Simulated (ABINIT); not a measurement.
# PbSe (Clausthalite) (Fm-3m) in ABINIT: a series of runs

One crystal, PbSe (Clausthalite), is run at these levels: PBE; tasks: single point, relaxation of cell and atoms.

All numbers are computed with ABINIT 10.8.3 (patched build); they aren't measurements. Logs are shortened: lines on timing, memory, paths and dates and some standing lists are left out, and cuts for length are marked. The log counts tension as positive stress, the text compression.

**Measured values to compare with.**

A printed reference work, monograph reports, for a bulk crystal of PbSe at 300 K: band gap 0.28 eV (direct).

How close the calculation comes is told below.

### Step 1. The structure

Symmetry: Fm-3m, No. 225, cubic system. Conventional cell: a = 6.121 Å, b = 6.121 Å, c = 6.121 Å, α = 90.00°, β = 90.00°, γ = 90.00°. Pb (site symmetry m-3m) is surrounded by 6 Se at 3.06 Å. Se (site symmetry m-3m) has 6 Pb at 3.06 Å as nearest neighbours.

### Step 2. Single point, PBE

File run.abi:

```
pp_dirpath "./"
pseudos "Pb.GGA_PBE-JTH.xml, Se.GGA_PBE-JTH.xml"

acell 8.1795146323 8.1795146323 8.1795146323
rprim
     0.0000000000     0.7071067812     0.7071067812
     0.7071067812     0.0000000000     0.7071067812
     0.7071067812     0.7071067812     0.0000000000
ntypat 2
znucl 82 34
natom 2
typat 1 2
xcart
     0.0000000000     0.0000000000     0.0000000000
     5.7837902633     5.7837902633     5.7837902633

ecut 12.0
pawecutdg 24.0

kptopt 1
ngkpt 6 6 6
nshiftk 1
shiftk 0.0 0.0 0.0

ixc 11

nband 14
occopt 3
tsmear 0.00183747

nstep 100
tolvrs 1.0e-9

iomode 3
prtwf 0
prtden 0
prteig 0
prtebands 0
```

Potentials or basis: JTH PAW PBE v2.0.

Run with:

```sh
$ abinit run.abi > log 2>&1
```

run.abo:

```text
.Version 10.8.3 of ABINIT
 Symmetries : space group Fm -3 m (#225); Bravais cF (face-center cubic)
================================================================================
 Values of the parameters that define the memory need of the present run
     intxc =       0    ionmov =       0      iscf =      17    lmnmax =      18
     lnmax =       6     mgfft =      27  mpssoang =       3    mqgrid =    3001
     natom =       2  nloc_mem =       2    nspden =       1   nspinor =       1
    nsppol =       1      nsym =      48    n1xccc =       1    ntypat =       2
    occopt =       3   xclevel =       2
       mpw =         777          nfft =       19683          nkpt =          16
 PAW method is used; the additional fine FFT grid is defined by:
   mgfftf=        40    nfftf =     64000
================================================================================
================================================================================

--------------------------------------------------------------------------------
------------- Echo of variables that govern the present computation ------------
--------------------------------------------------------------------------------
 -outvars: echo values of preprocessed input variables --------
            acell      8.1795146323E+00  8.1795146323E+00  8.1795146323E+00 Bohr
              amu      2.07200000E+02  7.89600000E+01
             ecut      1.20000000E+01 Hartree
              ixc          11
         kptrlatt        6    0    0      0    6    0      0    0    6
          kptrlen      4.90770878E+01
            natom           2
            nband          14
            ngfft          27      27      27
          ngfftdg          40      40      40
             nkpt          16
            nstep         100
             nsym          48
           ntypat           2
           occopt           3
        pawecutdg      2.40000000E+01 Hartree
         pawxcdev           0
           prtden           0
        prtebands           0
           prteig           0
            prtwf           0
            rprim      0.0000000000E+00  7.0710678120E-01  7.0710678120E-01
                       7.0710678120E-01  0.0000000000E+00  7.0710678120E-01
                       7.0710678120E-01  7.0710678120E-01  0.0000000000E+00
          spgroup         225
           tolvrs      1.00000000E-09
           tsmear      1.83747000E-03 Hartree
            typat      1  2
           useylm           1
           xangst      0.0000000000E+00  0.0000000000E+00  0.0000000000E+00
                       3.0606499980E+00  3.0606499980E+00  3.0606499980E+00
            xcart      0.0000000000E+00  0.0000000000E+00  0.0000000000E+00
                       5.7837902634E+00  5.7837902634E+00  5.7837902634E+00
             xred      0.0000000000E+00  0.0000000000E+00  0.0000000000E+00
                       5.0000000000E-01  5.0000000000E-01  5.0000000000E-01
            znucl       82.00000   34.00000

================================================================================

 chkinp: Checking input parameters for consistency.

================================================================================
== DATASET  1 ==================================================================

--- !DatasetInfo
iteration_state: {dtset: 1, }
dimensions: {natom: 2, nkpt: 16, mband: 14, nsppol: 1, nspinor: 1, nspden: 1, mpw: 777, }
cutoff_energies: {ecut:  12.0, pawecutdg:  24.0, }
electrons: {nelect:   2.00000000E+01, charge:   0.00000000E+00, occopt:   3.00000000E+00, tsmear:   1.83747000E-03, }
meta: {optdriver: 0, ionmov: 0, optcell: 0, iscf: 17, paral_kgb: 0, }
...

 Exchange-correlation functional for the present dataset will be:
  GGA: Perdew-Burke-Ernzerhof functional - ixc=11
  J.P.Perdew, K.Burke, M.Ernzerhof, PRL 77, 3865 (1996)

 Real(R)+Recip(G) space primitive vectors, cartesian coordinates (Bohr,Bohr^-1):
 R(1)=  0.0000000  5.7837903  5.7837903  G(1)= -0.0864485  0.0864485  0.0864485
 R(2)=  5.7837903  0.0000000  5.7837903  G(2)=  0.0864485 -0.0864485  0.0864485
 R(3)=  5.7837903  5.7837903  0.0000000  G(3)=  0.0864485  0.0864485 -0.0864485
 Unit cell volume ucvol=  3.8696136E+02 bohr^3
 Angles (23,13,12)=  6.00000000E+01  6.00000000E+01  6.00000000E+01 degrees

 Coarse grid specifications (used for wave-functions):

 getcut: wavevector=  0.0000  0.0000  0.0000  ngfft=  27  27  27
         ecut(hartree)=     12.000   => boxcut(ratio)=   2.04142

 Fine grid specifications (used for densities):

 getcut: wavevector=  0.0000  0.0000  0.0000  ngfft=  40  40  40
         ecut(hartree)=     24.000   => boxcut(ratio)=   2.21749

 getcut : COMMENT -
  Note that boxcut > 2.2 ; recall that boxcut=Gcut(box)/Gcut(sphere) = 2
  is sufficient for exact treatment of convolution.
  Such a large boxcut is a waste : you could raise ecut
  e.g. ecut=   29.503577 Hartrees makes boxcut=2

--- Pseudopotential description ------------------------------------------------
- pspini: atom type   1  psp file is ./Pb.GGA_PBE-JTH.xml
 Pseudopotential format is: paw10
 basis_size (lnmax)=  6 (lmn_size= 18), orbitals=   0   0   1   1   2   2
 Spheres core radius: rc_sph= 2.40264019
 Shapefunction is BESSEL type: shapef(r,l)=aa(1,l)*jl(q(1,l)*r)+aa(2,l)*jl(q(2,l)*r)
 Radius for shape functions =  2.00872932
 Compensation charge density is not taken into account in XC energy/potential

- pspini: atom type   2  psp file is ./Se.GGA_PBE-JTH.xml
 Pseudopotential format is: paw10
 basis_size (lnmax)=  4 (lmn_size=  8), orbitals=   0   0   1   1
 Spheres core radius: rc_sph= 2.21132333
 Shapefunction is BESSEL type: shapef(r,l)=aa(1,l)*jl(q(1,l)*r)+aa(2,l)*jl(q(2,l)*r)
 Radius for shape functions =  2.00656599
 Compensation charge density is not taken into account in XC energy/potential

   1.09479230E+03                                ecore*ucvol(ha*bohr**3)
--------------------------------------------------------------------------------

================================================================================

--- !BeginCycle
iteration_state: {dtset: 1, }
solver: {iscf: 17, nstep: 100, nline: 4, wfoptalg: 10, }
tolerances: {tolvrs: 1.00E-09, }
...

     iter   Etot(hartree)      deltaE(h)  residm     nres2
 ETOT  1  -70.359643658490    -7.036E+01 6.712E-01 1.313E+00
 ETOT  2  -70.825174672599    -4.655E-01 4.946E-01 9.373E-01
 ETOT  3  -70.817260319902     7.914E-03 1.689E-02 1.688E-01
 ETOT  4  -70.816756340648     5.040E-04 1.205E-03 2.616E-02
 ETOT  5  -70.816827053036    -7.071E-05 1.282E-03 3.330E-03
 ETOT  6  -70.816844849924    -1.780E-05 1.065E-04 2.419E-04
 ETOT  7  -70.816846497403    -1.647E-06 1.974E-04 6.600E-05
 ETOT  8  -70.816847509726    -1.012E-06 2.669E-05 4.348E-06
 ETOT  9  -70.816847497533     1.219E-08 7.513E-06 5.681E-07
 ETOT 10  -70.816847504812    -7.278E-09 4.813E-06 5.574E-08
 ETOT 11  -70.816847505355    -5.437E-10 8.654E-07 1.333E-09
 ETOT 12  -70.816847505426    -7.098E-11 2.251E-06 1.869E-11

 At SCF step   12       nres2   =  1.87E-11 < tolvrs=  1.00E-09 =>converged.

 Cartesian components of stress tensor (hartree/bohr^3)
  sigma(1 1)= -4.29592253E-05  sigma(3 2)=  0.00000000E+00
  sigma(2 2)= -4.29592253E-05  sigma(3 1)=  0.00000000E+00
  sigma(3 3)= -4.29592253E-05  sigma(2 1)=  0.00000000E+00

--- !ResultsGS
iteration_state: {dtset: 1, }
comment   : Summary of ground state results
lattice_vectors:
- [  0.0000000,   5.7837903,   5.7837903, ]
- [  5.7837903,   0.0000000,   5.7837903, ]
- [  5.7837903,   5.7837903,   0.0000000, ]
lattice_lengths: [   8.17951,    8.17951,    8.17951, ]
lattice_angles: [ 60.000,  60.000,  60.000, ] # degrees, (23, 13, 12)
lattice_volume:   3.8696136E+02
convergence: {deltae: -7.098E-11, res2:  1.869E-11, residm:  2.251E-06, diffor: null, }
etotal    :  -7.08168475E+01
entropy   :   0.00000000E+00
fermie    :   1.49070196E-01
cartesian_stress_tensor: # hartree/bohr^3
- [ -4.29592253E-05,   0.00000000E+00,   0.00000000E+00, ]
- [  0.00000000E+00,  -4.29592253E-05,   0.00000000E+00, ]
- [  0.00000000E+00,   0.00000000E+00,  -4.29592253E-05, ]
pressure_GPa:   1.2639E+00
xred      :
- [  0.0000E+00,   0.0000E+00,   0.0000E+00, Pb]
- [  5.0000E-01,   5.0000E-01,   5.0000E-01, Se]
cartesian_forces: # hartree/bohr
- [ -0.00000000E+00,  -0.00000000E+00,  -0.00000000E+00, ]
- [ -0.00000000E+00,  -0.00000000E+00,  -0.00000000E+00, ]
force_length_stats: {min:   0.00000000E+00, max:   0.00000000E+00, mean:   0.00000000E+00, }
...

 Integrated electronic density in atomic spheres:
 ------------------------------------------------
 Atom  Sphere_radius  Integrated_density
    1        2.40264         11.34307282
    2        2.21132          3.90102232

================================================================================

 ----iterations are completed or convergence reached----

 Mean square residual over all n,k,spin=   11.565E-09; max=  22.506E-07
 reduced coordinates (array xred) for    2 atoms
       0.000000000000      0.000000000000      0.000000000000
       0.500000000000      0.500000000000      0.500000000000
 rms dE/dt=  0.0000E+00; max dE/dt=  0.0000E+00; dE/dt below (all hartree)
    1       0.000000000000      0.000000000000      0.000000000000
    2       0.000000000000      0.000000000000      0.000000000000

 cartesian coordinates (angstrom) at end:
    1      0.00000000000000     0.00000000000000     0.00000000000000
    2      3.06064999797024     3.06064999797024     3.06064999797024

 cartesian forces (hartree/bohr) at end:
    1     -0.00000000000000    -0.00000000000000    -0.00000000000000
    2     -0.00000000000000    -0.00000000000000    -0.00000000000000
 frms,max,avg= 0.0000000E+00 0.0000000E+00   0.000E+00  0.000E+00  0.000E+00 h/b

 cartesian forces (eV/Angstrom) at end:
    1     -0.00000000000000    -0.00000000000000    -0.00000000000000
    2     -0.00000000000000    -0.00000000000000    -0.00000000000000
 frms,max,avg= 0.0000000E+00 0.0000000E+00   0.000E+00  0.000E+00  0.000E+00 e/A
 length scales=  8.179514632300  8.179514632300  8.179514632300 bohr
              =  4.328412736724  4.328412736724  4.328412736724 angstroms
 Fermi (or HOMO) energy (hartree) =   0.14907   Average Vxc (hartree)=  -0.34107
 Eigenvalues (hartree) for nkpt=  16  k points:
 kpt#   1, nband= 14, wtk=  0.00463, kpt=  0.0000  0.0000  0.0000 (reduced coord)
  -0.47432   -0.47432   -0.47432   -0.47401   -0.47401   -0.35594   -0.08825    0.07461
   0.07461    0.07461    0.31723    0.31723    0.31723    0.38457
      occupation numbers for kpt#   1
   2.00000    2.00000    2.00000    2.00000    2.00000    2.00000    2.00000    2.00000
   2.00000    2.00000    0.00000    0.00000    0.00000    0.00000
 prteigrs : prtvol=0 or 1, do not print more k-points.

--- !EnergyTerms
iteration_state     : {dtset: 1, }
comment             : Components of total free energy in Hartree
kinetic             :  8.40796342664399E+00
hartree             :  2.08655836980224E+01
xc                  : -8.81827317885370E+00
Ewald energy        : -5.38904018413826E+01
psp_core            :  2.82920313665223E+00
local_psp           : -6.59929458224746E+01
PAW spherical_terms :  2.57820522761238E+01
internal            : -7.08168183052686E+01
'-kT*entropy'       : -2.85785083300894E-05
total_energy        : -7.08168468837769E+01
total_energy_eV     : -1.92702457327695E+03
...

--- !EnergyTermsDC
iteration_state     : {dtset: 1, }
comment             : '"Double-counting" decomposition of free energy'
band_energy         : -5.33958725272686E+00
Ewald energy        : -5.38904018413826E+01
psp_core            :  2.82920313665223E+00
xc_dc               : -2.34182308415277E+01
PAW spherical_terms :  9.00219787206691E+00
internal            : -7.08168189269180E+01
'-kT*entropy'       : -2.85785083300894E-05
total_energy_dc     : -7.08168475054264E+01
total_energy_dc_eV  : -1.92702459019289E+03
...

--- !EnergyTermsWithPAWCore
iteration_state     : {dtset: 1, }
comment             : 'Components of total free energy, including PAW core contributions'
Total energy        : -2.33121641009839E+04
Total energy DC     : -2.33121641016056E+04
Total energy (eV)   : -6.34356301581566E+05
Total energy DC (eV): -6.34356301598482E+05
...

 Cartesian components of stress tensor (hartree/bohr^3)
  sigma(1 1)= -4.29592253E-05  sigma(3 2)=  0.00000000E+00
  sigma(2 2)= -4.29592253E-05  sigma(3 1)=  0.00000000E+00
  sigma(3 3)= -4.29592253E-05  sigma(2 1)=  0.00000000E+00

-Cartesian components of stress tensor (GPa)         [Pressure=  1.2639E+00 GPa]
- sigma(1 1)= -1.26390405E+00  sigma(3 2)=  0.00000000E+00
- sigma(2 2)= -1.26390405E+00  sigma(3 1)=  0.00000000E+00
- sigma(3 3)= -1.26390405E+00  sigma(2 1)=  0.00000000E+00

== END DATASET(S) ==============================================================
================================================================================

 -outvars: echo values of variables after computation  --------
            acell      8.1795146323E+00  8.1795146323E+00  8.1795146323E+00 Bohr
           etotal     -7.0816847505E+01
            fcart     -0.0000000000E+00 -0.0000000000E+00 -0.0000000000E+00
                      -0.0000000000E+00 -0.0000000000E+00 -0.0000000000E+00
            rprim      0.0000000000E+00  7.0710678120E-01  7.0710678120E-01
                       7.0710678120E-01  0.0000000000E+00  7.0710678120E-01
                       7.0710678120E-01  7.0710678120E-01  0.0000000000E+00
           strten     -4.2959225325E-05 -4.2959225325E-05 -4.2959225325E-05
                       0.0000000000E+00  0.0000000000E+00  0.0000000000E+00
           xangst      0.0000000000E+00  0.0000000000E+00  0.0000000000E+00
                       3.0606499980E+00  3.0606499980E+00  3.0606499980E+00
             xred      0.0000000000E+00  0.0000000000E+00  0.0000000000E+00
                       5.0000000000E-01  5.0000000000E-01  5.0000000000E-01
 Calculation completed.
```

Run time: 7.4 s. Hardware: 1 thread of Arm Neoverse V2, shared host; peak memory 0.09 GiB.

What came out:

```yaml
Free_energy: -1927.0246 eV
Band_gap_on_the_k_mesh: 0.29 eV, direct
Valence_electrons_inside_the_program's_atomic_spheres: Pb 11.34; Se 3.90
```

Levels at points of the mesh, in eV from the valence-band top:
| k point | band 6 | band 7 | band 8 | band 9 | band 10 | band 11 | band 12 | band 13 | band 14 |
| --- | --- | --- | --- | --- | --- | --- | --- | --- | --- |
| (0.00, 0.00, 0.00) | -13.60 | -6.31 | -1.88 | -1.88 | -1.88 | 4.72 | 4.72 | 4.72 | 6.55 |
| (0.50, 0.00, 0.00) | -12.53 | -8.81 | -1.46 | -1.46 | 0.00 | 0.29 | 1.68 | 1.68 | 8.59 |
| (0.50, 0.50, 0.00) | -12.16 | -7.40 | -4.99 | -3.24 | -3.24 | 3.72 | 5.61 | 5.61 | 6.04 |

Caveat: the cutoff is too short for stress, so the log's stress isn't used; spin-orbit coupling is left out, which as a rule narrows the gap of such compounds by several tenths of an eV.

### Step 3. Relaxation of cell and atoms, PBE

File run.abi:

```
# Pseudopotentials
pp_dirpath "./"
pseudos "Pb.GGA_PBE-JTH.xml, Se.GGA_PBE-JTH.xml"

# Structure
acell 3*1.0
rprim
     0.0000000000     5.7837902633     5.7837902633
     5.7837902633     0.0000000000     5.7837902633
     5.7837902633     5.7837902633     0.0000000000
ntypat 2
znucl 82 34
natom 2
typat 1 2
chkprim 0
chksymtnons 0
tolsym 1.0e-6
xred
            0.0            0.0            0.0
            1/2            1/2            1/2

# Plane-wave basis
ecut 12.0
pawecutdg 24.0
ecutsm 0.5

# k points
kptopt 1
ngkpt 6 6 6
nshiftk 1
shiftk 0.0 0.0 0.0

# Exchange and correlation
ixc 11

# Bands and occupations
nband 14
occopt 3
tsmear 0.05 eV

# SCF cycle
nstep 80
tolvrs 1.0e-12

# Output
iomode 3
prteig 0
prtebands 0
prtwf 0
prtden 0

# Relaxation
ionmov 22
optcell 2
ntime 50
tolmxf 2.0e-5
dilatmx 1.08
```

Potentials or basis: JTH PAW PBE v2.0.

Run with:

```sh
$ abinit run.abi > log 2>&1
```

It took 35 s on 1 thread of Arm Neoverse V2, shared host; peak memory 0.1 GiB.

Results (log left out):

```yaml
Free_energy: -1927.0309 eV
Band_gap_on_the_k_mesh: 0.44 eV, direct
```

Caveat: the cutoff is too short for stress, so the log's stress isn't used; spin-orbit coupling is left out, which as a rule narrows the gap of such compounds by several tenths of an eV.

### Step 4. Relaxation of cell and atoms, PBE, spin-orbit coupling, no magnetisation

File run.abi:

```
# Pseudopotentials
pp_dirpath "./"
pseudos "Pb.GGA_PBE-JTH.xml, Se.GGA_PBE-JTH.xml"

# Structure
acell 4.3284127397 4.3284127397 4.3284127397 Angstrom
rprim
     0.0000000000     0.7071067812     0.7071067812
     0.7071067812     0.0000000000     0.7071067812
     0.7071067812     0.7071067812     0.0000000000
ntypat 2
znucl 82 34
natom 2
typat 1 2
chkprim 0
chksymtnons 0
tolsym 1.0e-6
xred
            0.0            0.0            0.0
            1/2            1/2            1/2

# Plane-wave basis
ecut 598.650497 eV
pawecutdg 44.0
ecutsm 0.5

# k points
kptopt 4
ngkpt 6 6 6
nshiftk 1
shiftk 0.0 0.0 0.0

# Exchange and correlation
ixc 11

# Bands and occupations
nband 28
occopt 3
tsmear 0.00183747

# Spin
nspinor 2
nspden 1
pawspnorb 1

# SCF cycle
nstep 80
tolvrs 1.0e-10

# Output
iomode 3
prteig 0
prtebands 0
prtwf 0
prtden 0

# Relaxation
ionmov 2
optcell 2
ntime 50
tolmxf 2.0e-5
dilatmx 1.08
```

Run with:

```sh
$ abinit run.abi > log 2>&1
```

Wall time 4.4 min (1 thread of AMD EPYC 9R45 (Zen 5), shared host); peak memory 0.18 GiB.

It converged, with:

* Free energy: -1927.6837 eV
* Relaxed volume: 29.84 Å³/atom
* Relaxed cell: a = 4.386 Å, b = 4.386 Å, c = 4.386 Å, α = 60.00°, β = 60.00°, γ = 60.00°
* Space group after relaxing (to 0.05 Å): Fm-3m (No. 225)
* Energy gained by relaxing: 6.7 meV/atom
* Ionic steps: 4
* Pressure after relaxing: 0.0 GPa
* Band gap on the k mesh: 0.01 eV, direct

Step by step:
| step | energy change (eV) | largest force (eV/Å) | pressure (GPa) | volume (Å³) |
| --- | --- | --- | --- | --- |
| 1 | 0.0000 | 0.0000 | 1.91 | 57.34 |
| 2 | -0.0037 | 0.0000 | 1.61 | 57.68 |
| 3 | -0.0134 | 0.0000 | 0.08 | 59.57 |
| 4 | -0.0134 | 0.0000 | 0.00 | 59.67 |

Final structure:
```xyz
2
Lattice="0.0000 3.1016 3.1016 3.1016 0.0000 3.1016 3.1016 3.1016 0.0000" Properties=species:S:1:pos:R:3 pbc="T T T"
Pb    0.0000    0.0000    0.0000
Se    3.1016    3.1016    3.1016
```

### Step 5. Summary

```tsv
task	spin	cell	cutoff (eV)	fine-grid cutoff	cell freedom (optcell)	optimiser (ionmov)	cutoff smearing ecutsm (Ha)	force stop (Ha/bohr)	gap on the mesh (eV)
single point	off	as given	327	653.073 eV	-	-	-	-	0.29
relaxation of cell and atoms	off	relaxed	327	653.073 eV	2	22	0.5	2e-05	0.44
relaxation of cell and atoms	SOC, no magnetisation	relaxed	599	1197.3 eV	2	2	0.5	2e-05	0.01
```

Alike in all rows: level PBE; potentials or basis JTH PAW PBE v2.0; k mesh 6 × 6 × 6; smearing fermi-dirac 0.05 eV.

Caveats: spin-orbit coupling is left out, which as a rule narrows the gap of such compounds by several tenths of an eV (some runs).

Total energies depend on the potentials used, so only differences within one code and one set of settings carry meaning.

### Step 6. Comparison with measurements

Step 2. Against the measured gap of PbSe, 0.28 eV (direct; 300 K; a printed reference work, monograph), the calculated 0.29 eV is off by +0.01 eV. 2 values of this kind are on record (0.15 to 0.28 eV); this one was drawn at random. Spin-orbit coupling on Pb, Se is left out. The value is that of PBE on a finite k mesh, which can miss the band edges, without temperature or zero-point motion.

Step 4. The cell as given is a measured one (28.67 Å³/atom); PBE puts the equilibrium volume +4.1 % from it, thermal expansion not counted.
